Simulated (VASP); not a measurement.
# TiAl (P-6m2) in VASP: reference runs

Reference runs on TiAl: the cell as given and a disturbed copy.

Everything below comes from runs of VASP 6.6.1. Logs are shortened: lines on timing, memory, paths and dates and some standing lists are left out, and cuts for length are marked.

## 1. The structure

The structure is hexagonal, space group P-6m2 (No. 187). Conventional cell: a = 2.867 Å, b = 2.867 Å, c = 4.678 Å, α = 90.00°, β = 90.00°, γ = 120.00°. Ti (site symmetry -6m2) is surrounded by 6 Al at 2.87 Å and 6 Ti at 2.87 Å. Al (site symmetry -6m2) has 6 Ti at 2.87 Å and 6 Al at 2.87 Å as nearest neighbours.

The cell comes from a database or a generator and needn't be the stable form of this composition.

## 2. Single point, PBEsol

INCAR reads:

```
PREC = Accurate
ENCUT = 520
EDIFF = 1E-7
ISMEAR = -1
SIGMA = 0.05
LREAL = F
LASPH = T
NELM = 80
ALGO = Normal
ISIF = 2
LWAVE = F
LCHARG = F
GGA = PS
NBANDS = 14
```

KPOINTS reads:

```
regular mesh
0
Gamma
  11 11 6
```

POSCAR reads:

```
TiAl
1.0
    2.8672622327      0.0000000000      0.0000000000
   -1.4336311163      2.4831219328      0.0000000000
    0.0000000000      0.0000000000      4.6780830000
Ti Al
1 1
Direct
    0.0000000000      0.0000000000      0.0000000000
    0.3333333333      0.6666666667      0.5000000000
```

Potentials or basis: VASP PAW PBE potentials, release 64 (Ti_sv, Al).

The run is started by

```
$ cat potpaw_PBE.64/Ti_sv/POTCAR potpaw_PBE.64/Al/POTCAR > POTCAR
$ mpirun -np 1 vasp_std > vasp.out
```

OUTCAR:

```text
PREC = Accurate
   ENCUT = 520
   EDIFF = 1E-7
   ISMEAR = -1
   LREAL = F
   LASPH = T
   NELM = 80
   ISIF = 2
   GGA = PS

 ion  position               nearest neighbor table
   1  0.000  0.000  0.000-   2 2.87   2 2.87   2 2.87   2 2.87   2 2.87   2 2.87
   2  0.333  0.667  0.500-   1 2.87   1 2.87   1 2.87   1 2.87   1 2.87   1 2.87

  LATTYP: Found a hexagonal cell.
 ALAT       =     2.8672622327
 C/A-ratio  =     1.6315504549

  Lattice vectors:

 A1 = (   2.8672622327,   0.0000000000,   0.0000000000)
 A2 = (  -1.4336311163,   2.4831219328,   0.0000000000)
 A3 = (   0.0000000000,   0.0000000000,   4.6780830000)

Analysis of symmetry for initial positions (statically):
=====================================================================
 Subroutine PRICEL returns:
 Original cell was already a primitive cell.

 Routine SETGRP: Setting up the symmetry group for a
 hexagonal supercell.

 Subroutine GETGRP returns: Found 12 space group operations
 (whereof 12 operations were pure point group operations)
 out of a pool of 24 trial point group operations.

The static configuration has the point symmetry D_3h.

Analysis of symmetry for dynamics (positions and initial velocities):
=====================================================================
 Subroutine PRICEL returns:
 Original cell was already a primitive cell.

 Routine SETGRP: Setting up the symmetry group for a
 hexagonal supercell.

 Subroutine GETGRP returns: Found 12 space group operations
 (whereof 12 operations were pure point group operations)
 out of a pool of 24 trial point group operations.

The dynamic configuration has the point symmetry D_3h.

 Subroutine INISYM returns: Found 12 space group operations
 (whereof 12 operations are pure point group operations),
 and found     1 'primitive' translations

----------------------------------------------------------------------------------------

                                     Primitive cell

  volume of cell :      33.3068

  direct lattice vectors                    reciprocal lattice vectors
     2.867262233  0.000000000  0.000000000     0.348764751  0.201359423  0.000000000
    -1.433631116  2.483121933  0.000000000     0.000000000  0.402718846  0.000000000
     0.000000000  0.000000000  4.678083000     0.000000000  0.000000000  0.213762774

  length of vectors
     2.867262233  2.867262233  4.678083000     0.402718846  0.402718846  0.213762774

  position of ions in fractional coordinates (direct lattice)
     0.000000000  0.000000000  0.000000000
     0.333333333  0.666666667  0.500000000

[... 89 lines left out ...]
   EMIN   =  10.00;   EMAX   =-10.00  energy-range for DOS
   EFERMI =   0.00;   METHOD = LEGACY
   ISMEAR =    -1;   SIGMA  =   0.05  broadening in eV -4-tet -1-fermi 0-gaus
   EFERMI_NEDOS =   21; number of points for ismear=-14 and -15
   IALGO  =     38    algorithm
   IMIX   =      4    mixing-type and parameters
     AMIX     =   0.40;   BMIX     =  1.00
     AMIX_MAG =   1.60;   BMIX_MAG =  1.00
  volume/ion in A,a.u.               =      16.65       112.38
  Fermi-wavevector in a.u.,A,eV,Ry     =   1.254857  2.371335 21.424622  1.574665
  Thomas-Fermi vector in A             =   2.388641
   LORBIT       =      0    0 simple, 1 ext, 2 COOP (PROOUT), +10 PAW based schemes
   GGA     = PS    functional components
   LHFCALC =     F    Hartree Fock is set to
   AEXX    =    0.0000 exact exchange contribution
   IVDW    =     0    specifies the selected vdW correction
   LEPSILON=     F    determine dielectric tensor
   LRPA    =     F    only Hartree local field effects (RPA)
 non-spin polarized calculation
  energy-cutoff  :      520.00
  volume of cell :       33.31
 maximum number of plane-waves:       917
 NGX is ok and might be reduce to    24
   NGX = 11   NGY = 11   NGZ = 17

 number of electron      15.0000001 magnetization

 Free energy of the ion-electron system (eV)
  ---------------------------------------------------
  ext. energy  EPLUGINS =         0.00000000
  ---------------------------------------------------
  free energy    TOTEN  =       -12.93155631 eV

  energy without entropy =      -12.90786968  energy(sigma->0) =      -12.91971300

 E-fermi :   7.7465     XC(G=0): -11.0327

 val. band max:        7.7455722737   @ k =   0.4545   0.0909   0.3333
 cond. band min:       7.7521435753   @ k =   0.3636   0.2727   0.3333
 fundamental gap:      0.0065713016
 Fermi energy:         7.7465235344

 k-point     1 :       0.0000    0.0000    0.0000
  band No.  band energies     occupation
      1     -48.5308      2.00000
      2     -24.9510      2.00000
      3     -24.5294      2.00000
      4     -24.5294      2.00000
      5      -1.1404      2.00000
      6       5.4602      2.00000
      7       5.9519      2.00000
      8       9.0386      0.00000
      9       9.0386      0.00000
     10      10.5238      0.00000
     11      10.5238      0.00000
     12      11.6645      0.00000
     13      20.6607      0.00000
     14      20.6607      0.00000
[... 377 lines left out ...]
      1     -48.4854      2.00000
      2     -24.9070      2.00000
      3     -24.7984      2.00000
      4     -24.6033      2.00000
      5       0.4087      2.00000
      6       5.3876      2.00000
      7       7.2151      1.99995
      8       8.0593      0.00383
      9      10.0055      0.00000
     10      10.1455      0.00000
     11      10.2486      0.00000
     12      12.9514      0.00000
     13      14.3826      0.00000
     14      15.8649      0.00000

 [... further k-points ...]

------------------------ aborting loop because EDIFF is reached ----------------------------------------

  FORCE on cell =-STRESS in cart. coord.  units (eV):
  Direction    XX          YY          ZZ          XY          YZ          ZX
  --------------------------------------------------------------------------------------
  -------------------------------------------------------------------------------------
  Total       -0.4857666     -0.4857666     -0.8113804     -0.0000000     -0.0000000     -0.0000000
  in kB      -23.3671008    -23.3671008    -39.0302851     -0.0000000     -0.0000000     -0.0000000
  external PRESSURE =     -28.5881622 kB  Pullay stress =       0.0000000 kB

 VOLUME and BASIS-vectors are now :
 -----------------------------------------------------------------------------
  energy-cutoff  :      520.00
  volume of cell :       33.31
      direct lattice vectors                 reciprocal lattice vectors
     2.867262233  0.000000000  0.000000000     0.348764751  0.201359423  0.000000000
    -1.433631116  2.483121933  0.000000000     0.000000000  0.402718846  0.000000000
     0.000000000  0.000000000  4.678083000     0.000000000  0.000000000  0.213762774

 POSITION                                       TOTAL-FORCE (eV/Angst)
 -----------------------------------------------------------------------------------
      0.00000      0.00000      0.00000         0.000000     -0.000000      0.000000
     -0.00000      1.65541      2.33904        -0.000000      0.000000      0.000000
 -----------------------------------------------------------------------------------
    total drift:                                0.000000     -0.000000      0.000000

  FREE ENERGIE OF THE ION-ELECTRON SYSTEM (eV)
  ---------------------------------------------------
  free  energy   TOTEN  =       -12.9315563135 eV

  energy  without entropy=      -12.9078696766  energy(sigma->0) =      -12.91971300
```

stdout:

```text
POSCAR found type information on POSCAR TiAl
 POSCAR found :  2 types and       2 ions
 scaLAPACK will be used
 -----------------------------------------------------------------------------
|                                                                             |
|                                                                             |
|     You enforced a specific xc type in the INCAR file but a different       |
|     I HOPE YOU KNOW WHAT YOU ARE DOING!                                     |
|                                                                             |
 -----------------------------------------------------------------------------

 LDA part: xc-table for (Slater+PW92), standard interpolation
 POSCAR, INCAR and KPOINTS ok, starting setup
 FFT: planning ... GRIDC
 FFT: planning ... GRID_SOFT
 FFT: planning ... GRID
 WAVECAR not read
 entering main loop
```

Run time: 25 s. Hardware: 1 thread of Intel Xeon Platinum 8259CL at 2.50GHz (Skylake/Cascade Lake), shared host; peak memory 0.17 GiB.

Results:

```yaml
Free_energy: -12.9316 eV
Pressure: -2.9 GPa
Band_gap_on_the_k_mesh: none (metal or under the smearing width)
```

Levels at points of the mesh, in eV from the Fermi level:
```csv
k point,band 3,band 4,band 5,band 6,band 7,band 8,band 9,band 10,band 11,band 12
"(0.00, 0.00, 0.00)",-32.28,-32.28,-8.89,-2.29,-1.79,1.29,1.29,2.78,2.78,3.92
"(0.00, 0.00, 0.50)",-32.28,-32.28,-7.99,-5.25,-0.41,1.30,1.30,2.70,2.70,6.80
```

Caveat: the PAW data sets were made with another functional, which shifts forces and pressure a little.

## 3. Single point, PBEsol (atoms moved at random, drawn with an rms of 0.05 Å)

INCAR is that of step 2.

KPOINTS is that of step 2.

POSCAR reads:

```
TiAl
1.0
    2.8672622327      0.0000000000      0.0000000000
   -1.4336311163      2.4831219328      0.0000000000
    0.0000000000      0.0000000000      4.6780830000
Ti Al
1 1
Direct
   -0.0097550000      0.0048560000      0.0113100000
    0.3481230000      0.6626870000      0.5163250000
```

Potentials or basis: VASP PAW PBE potentials, release 64 (Ti_sv, Al).

The run is started by

```
$ cat potpaw_PBE.64/Ti_sv/POTCAR potpaw_PBE.64/Al/POTCAR > POTCAR
$ mpirun -np 1 vasp_std > vasp.out
```

It took 1.9 min on 1 thread of Intel Xeon Platinum 8259CL at 2.50GHz (Skylake/Cascade Lake), shared host; peak memory 0.3 GiB.

The run converged. Its results:

* Free energy: -12.9230 eV
* Pressure: -2.8 GPa
* Largest force: 0.220 eV/Å
* Band gap on the k mesh: none (metal or under the smearing width)

Forces on the atoms (eV/Å):
```
Ti   0.151 -0.027  0.157
Al  -0.151  0.027 -0.157
```

Stress tensor (GPa, compression positive):
```
-2.69  1.29  0.07
 1.29 -1.95 -0.01
 0.07 -0.01 -3.67
```

Levels at points of the mesh, in eV from the Fermi level:
```csv
k point,band 5,band 6,band 7,band 8,band 9,band 10,band 11,band 12
"(0.00, 0.00, 0.00)",-8.89,-2.29,-1.79,1.29,1.30,2.76,2.79,3.91
"(0.00, 0.00, 0.50)",-7.99,-5.25,-0.41,1.30,1.31,2.69,2.72,6.80
```

Caveat: the PAW data sets were made with another functional, which shifts forces and pressure a little.
